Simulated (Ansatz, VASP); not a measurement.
**Two plane-wave programs on MnO2**

The input INCAR:

```
SYSTEM = MnO2
ALGO     = Normal         ! electronic algorithm
EDIFF    = 1E-7           ! SCF threshold, eV
ENCUT    = 520            ! plane-wave cutoff, eV
GGA      = PE             ! functional
ISIF     = 2              ! what is computed and relaxed
ISMEAR   = -1             ! smearing method
ISPIN    = 2              ! spin polarisation
LASPH    = .True.         ! aspherical terms in the spheres
LCHARG   = .False.        ! write CHGCAR
LMAXMIX  = 4              ! l up to which the mixer works
LORBIT   = 11             ! projections on sites
LREAL    = .False.        ! projectors in reciprocal space
LWAVE    = .False.        ! write WAVECAR
MAGMOM   = 4 4 0 0 0 0    ! initial moments
NBANDS   = 38             ! bands
NELM     = 100            ! most SCF steps
PREC     = Accurate       ! precision mode
SIGMA    = 0.05           ! smearing width, eV
```

The input KPOINTS:

```
k-points
0
Gamma
  11 11 3
  0 0 0
```

POSCAR

```
MnO2
1.0
    2.8549554371      0.0000000000      0.0000000000
   -1.4274777185      2.4724639352      0.0000000000
    0.0000000000      0.0000000000     10.2217427273
Mn O
2 4
Direct
    0.0000000000      0.0000000000      0.5000000000
    0.0000000000      0.0000000000      0.0000000000
    0.6666666667      0.3333333333      0.4068564500
    0.6666666667      0.3333333333      0.0931435500
    0.3333333333      0.6666666667      0.5931435500
    0.3333333333      0.6666666667      0.9068564500
```

The input input.yaml:

```yaml
crystal:
  lattice:
    - [2.8549554371, 0.0, 0.0]
    - [-1.4274777185, 2.4724639352, 0.0]
    - [0.0, 0.0, 10.2217427273]
  atoms:
    - { symbol: Mn, position: [0.0, 0.0, 0.5], spin: 4.0 }
    - { symbol: Mn, position: [0.0, 0.0, 0.0], spin: 4.0 }
    - { symbol: O, position: [0.6666666667, 0.3333333333, 0.40685645] }
    - { symbol: O, position: [0.6666666667, 0.3333333333, 0.09314355] }
    - { symbol: O, position: [0.3333333333, 0.6666666667, 0.59314355] }
    - { symbol: O, position: [0.3333333333, 0.6666666667, 0.90685645] }
hamiltonian:
  xc: pbe
  pseudopotentials: { kind: paw }
magnetization:
  spin_polarized: true
kpoints:
  mp_grid: { grid: [11, 11, 3] }
scf:
  occupations: { method: fermi_dirac, width: 0.05 }
output:
  forces: true
  stress: true
  eigenvalues: true
```

Measurements of this composition are mostly on another form, of space group No. 136.

Alike in both runs: task single point; functional PBE; k mesh 11 × 11 × 3; occupations fermi-dirac, width 0.05 eV; collinear spin, ferromagnetic start.

|  | VASP | Ansatz |
| --- | --- | --- |
| version | VASP 6.6.1 | Ansatz 0.2.0 |
| potentials or method | VASP PAW PBE potentials, release 64 (Mn_pv, O) | Ansatz PAW |
| plane-wave cutoff (eV) | 520 | 420 |
| valence electrons in the cell | 50 | 54 |

Ansatz gave:

| Quantity | Value |
| --- | --- |
| gap on the k mesh at the Fermi level (eV) | 0.91 |
| least direct gap on the mesh (eV) | 0.96 |
| pressure (GPa) | 3.7 |
| largest component of the traceless stress (GPa) | 0.86 |
| rms of the force components (eV/Å) | 0.104 |
| net moment per atom (μB) | 1.00 |
| size of the moment on the site where the two differ most (μB) | 2.49 |

Problem. Which values does VASP return?

Solution. gap on the k mesh at the Fermi level (eV): 0.88; least direct gap on the mesh (eV): 0.92; pressure (GPa): 4.7; largest component of the traceless stress (GPa): 1.23; rms of the force components (eV/Å): 0.147; net moment per atom (μB): 1.00; size of the moment on the site where the two differ most (μB): 2.83.

Site moments also hang on the region over which each program counts them. Atom by atom the forces differ by 0.043 eV/Å (rms over components). With one functional, cell and mesh, what is left measures potentials, basis and numerics. The two sets of potentials don't hold the same shells in valence.

Caveats: only a ferromagnetic start was run, and an antiferromagnetic order may lie lower in energy; an odd mesh through Γ misses points on the zone boundary, where band edges often lie (VASP); odd divisions of the mesh miss points on the zone boundary, where band edges often lie, so the gap on the mesh can be too wide (Ansatz); the pressure holds a Pulay correction of +0.7 GPa for the finite cutoff (Ansatz).
